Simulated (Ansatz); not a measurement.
Theory: DFT PBE, scalar-relativistic, plane waves, PAW (Ansatz).

Settings: cutoff 420 eV, Γ-centred mesh 6×6×6 on the computed 2-atom cell, Gaussian smearing of 0.02 eV; no spin polarisation.

Structure with the computed forces (eV/Å) in the last three columns:

```xyz
2
Lattice="4.5045 -0.0285 -0.1286 -0.0285 4.3848 0.0203 -0.1286 0.0203 4.2700" Properties=species:S:1:pos:R:3:forces:R:3 pbc="T T T" pressure_GPa=0.29
Cs    0.0937    0.0319    0.0269   -0.1300   -0.0520   -0.0800
Br    2.0800    2.1564    2.0540    0.1300    0.0520    0.0800
```

Stress tensor (GPa, compression positive):

```
-0.31  0.14  0.36
 0.14  0.31  0.04
 0.36  0.04  0.86
```